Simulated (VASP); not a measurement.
A run of VASP 6.6.1:

Contents of INCAR:

```
PREC = Accurate
ENCUT = 600
EDIFF = 1E-6
ISMEAR = 0
SIGMA = 0.03
LREAL = F
LASPH = T
NELM = 80
ALGO = Normal
ISIF = 3
LWAVE = F
LCHARG = F
IBRION = 2
NSW = 90
EDIFFG = -0.01
```

The input KPOINTS:

```
regular mesh
0
Gamma
  8 8 8
```

File POSCAR:

```
PbSe
1.0
    0.0000000000      3.0606500000      3.0606500000
    3.0606500000      0.0000000000      3.0606500000
    3.0606500000      3.0606500000      0.0000000000
Pb Se
1 1
Direct
    0.0000000000      0.0000000000      0.0000000000
    0.5000000000      0.5000000000      0.5000000000
```

Potentials or basis: VASP PAW LDA potentials, release 64 (Pb_d, Se).

Command:

```console
$ cat potpaw_LDA.64/Pb_d/POTCAR potpaw_LDA.64/Se/POTCAR > POTCAR
$ mpirun -np 1 vasp_std > vasp.out
```

Hardware: 1 thread of Intel(R) Xeon(R) Platinum 8488C (Sapphire Rapids) (shared host).

Question: How long does it take, and how much memory?

Answer: It took 41 s on 1 thread of Intel(R) Xeon(R) Platinum 8488C (Sapphire Rapids), on a shared host, peak memory 0.19 GiB. Counts: scf iterations 26, k points 29, ion steps 3.
